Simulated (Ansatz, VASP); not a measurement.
## Two plane-wave programs on TaN

```xyz
6
Lattice="2.6379 -4.5688 0.0000 2.6379 4.5688 0.0000 0.0000 0.0000 2.9159" Properties=species:S:1:pos:R:3 pbc="T T T"
Ta    0.0000    0.0000    0.0000
Ta    2.6379   -1.5230    1.4580
Ta    2.6379    1.5230    1.4580
N     2.6379    0.0000    0.0000
N     1.3189    2.2844    0.0000
N     1.3189   -2.2844    0.0000
```

Alike in both runs: functional PBE; k mesh 4 × 4 × 6; occupations gaussian, width 0.1 eV; no spin polarisation.

Ansatz relaxed the structure, and its values are those at the end. VASP's run is a single point on that final structure, the one shown.

|  | VASP | Ansatz |
| --- | --- | --- |
| version | VASP 6.6.1 | Ansatz 0.2.0 |
| potentials or method | VASP PAW PBE potentials, release 64 (Ta_pv, N) | scalar-relativistic, plane waves, PAW |
| plane-wave cutoff (eV) | 520 | 420 |
| valence electrons in the cell | 48 | 54 |

|  | VASP | Ansatz | Ansatz less VASP |
| --- | --- | --- | --- |
| gap on the k mesh at the Fermi level (eV) | none | none | - |
| pressure (GPa) | 0.7 | 0.0 | -0.69 |

A gap of «none» marks a metal or a gap that the smearing closes. The two sets of potentials don't hold the same shells in valence.

The runs have no spin-orbit coupling, so splittings on Ta are missing.
